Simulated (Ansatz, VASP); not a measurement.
## Two plane-wave programs on Mo3H

```
CELL_PARAMETERS angstrom
2.72835 0.00000 0.00000
-0.90945 2.57231 0.00000
0.00000 0.00000 19.79343
ATOMIC_POSITIONS crystal
Mo 0.50000 0.50000 0.20209
Mo 0.00000 0.00000 0.31055
Mo 0.50000 0.50000 0.41900
H 0.66667 0.83333 0.49460
```

Alike in both runs: functional r2SCAN; k mesh 10 × 10 × 1; occupations gaussian, width 0.1 eV; no spin polarisation.

Ansatz relaxed the structure, and its values are those at the end. VASP's run is a single point on that final structure, the one shown.

|  | VASP | Ansatz |
| --- | --- | --- |
| version | VASP 6.6.1 | Ansatz 0.2.0 |
| potentials or method | VASP PAW PBE potentials, release 64 (Mo_sv, H) | scalar-relativistic, plane waves, PAW |
| plane-wave cutoff (eV) | 520 | 500 |
| valence electrons in the cell | 43 | 43 |

```csv
,VASP,Ansatz,Ansatz less VASP
gap on the k mesh at the Fermi level (eV),none,none,-
rms of the force components (eV/Å),0.515,0.511,-0.0042
```

A gap of «none» marks a metal or a gap that the smearing closes.

Caveats: the PAW data sets were made with another functional, which shifts forces and pressure a little (VASP).
